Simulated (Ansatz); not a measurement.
Hf, fcc type; equations of state without spin from Ansatz PAW hard set, 700 eV.

PBE (k-mesh 21³, smearing 0.061 eV) gives V₀ = 22.566 Å³/atom and B₀ = 102 GPa.

**Question.** What does r²SCAN give (700 eV, k-mesh 13³, smearing 0.1 eV)?

**Answer.** V₀ = 22.453 Å³/atom (-0.5 %) and B₀ = 103 GPa (+1 %).

This cubic structure is a model: it isn't the usual form of the substance at ambient conditions, and such phases are metastable or hypothetical. Potentials made with PBE were used with another functional (at least in: Ansatz PAW hard set, 700 eV (r²SCAN)).
